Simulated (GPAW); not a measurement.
# Si2Ni in GPAW: the effect of strain biaxial xy

Si2Ni:

```
CELL_PARAMETERS angstrom
0.00000 2.59488 2.70300
2.59488 0.00000 2.70300
2.59488 2.59488 0.00000
ATOMIC_POSITIONS crystal
Ni 0.00000 0.00000 0.00000
Si 0.75000 0.75000 0.75000
Si 0.25000 0.25000 0.25000
```

Alike in all runs:

- Program: GPAW 26.7.0
- Task: single point
- Functional: PBEsol
- Potentials or basis: PAW data sets generated in the run's folder for this functional
- Cutoff: 600 eV
- Basis: pw
- k mesh: 9 × 9 × 9
- Occupations: fermi-dirac, width 0.05 eV
- Spin: collinear spin, ferromagnetic start
- Starting moments: [1.0, 0.0, 0.0] μB
- Maxiter: 150

Question: One run gave: pressure -5.4 GPa. Which strain biaxial xy did it use?
A. 0.04
B. -0.01
C. 0.02
D. 0
E. -0.02

Answer: C.

```csv
strain biaxial xy,pressure (GPa)
-0.04,15.4
-0.02,7.1
-0.01,3.6
0,0.4
0.01,-2.6
0.02,-5.4
0.04,-10.2
```

Caveats: the density grid can change from cell to cell, which puts small steps into energies and stress; the stock nickel data set gives pressures a few GPa off other programs.
